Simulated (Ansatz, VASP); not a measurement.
This is a calculation of BeTe for Ansatz 0.2.0.

The input input.yaml:

```yaml
crystal:
  lattice:
    - [0.0, 2.77, 2.77]
    - [2.77, 0.0, 2.77]
    - [2.77, 2.77, 0.0]
  atoms:
    - { symbol: Te, position: [0.75, 0.75, 0.75] }
    - { symbol: Be, position: [0.0, 0.0, 0.0] }
hamiltonian:
  xc: pbe
  pseudopotentials: { kind: paw }
kpoints:
  mp_grid: { grid: [8, 8, 8] }
scf:
  occupations: { method: gaussian, width: 0.012 }
output:
  forces: true
  stress: true
  eigenvalues: true
```

Potentials or basis: Ansatz PAW.

The run is started by

```sh
$ ansatz run input.yaml --threads 2 --pin off --max-ram 5632MiB --backend cpu --events-out ev --progress --plain --runs-dir out
```

Q: Translate it to VASP 6.6.1. Potentials there: VASP PAW PBE potentials, release 64 (Te, Be).

A: As run (the cutoff follows the program's own potentials):

File INCAR:

```
SYSTEM = BeTe
PREC = Accurate
ENCUT = 520
EDIFF = 1E-6
ISMEAR = 0
SIGMA = 0.012
LREAL = .FALSE.
LASPH = .TRUE.
NELM = 100
ALGO = Fast
ISIF = 2
LWAVE = .FALSE.
LCHARG = .FALSE.
GGA = PE
NBANDS = 11
```

Contents of KPOINTS:

```
regular mesh
0
G
  8 8 8
  0 0 0
```

The input POSCAR:

```
BeTe
1.0
    0.0000000000      2.7700000000      2.7700000000
    2.7700000000      0.0000000000      2.7700000000
    2.7700000000      2.7700000000      0.0000000000
Te Be
1 1
Direct
    0.7500000000      0.7500000000      0.7500000000
    0.0000000000      0.0000000000      0.0000000000
```

Potentials or basis: VASP PAW PBE potentials, release 64 (Te, Be).

Launch:

```console
$ cat potpaw_PBE.64/Te/POTCAR potpaw_PBE.64/Be/POTCAR > POTCAR
$ mpirun -np 1 vasp_std > vasp.out
```

Both were run:

|  | VASP | Ansatz | Ansatz less VASP |
| --- | --- | --- | --- |
| gap on the k mesh at the Fermi level (eV) | 1.85 | 1.86 | +0.016 |
| least direct gap on the mesh (eV) | 3.56 | 3.59 | +0.022 |
| pressure (GPa) | 4.5 | 4.3 | -0.18 |

The two sets of potentials don't hold the same shells in valence.

Caveats: spin-orbit coupling is left out, which moves the levels of the heavy elements. A k mesh can miss the band edges. As with any semilocal functional, this PBE gap is likely too small.
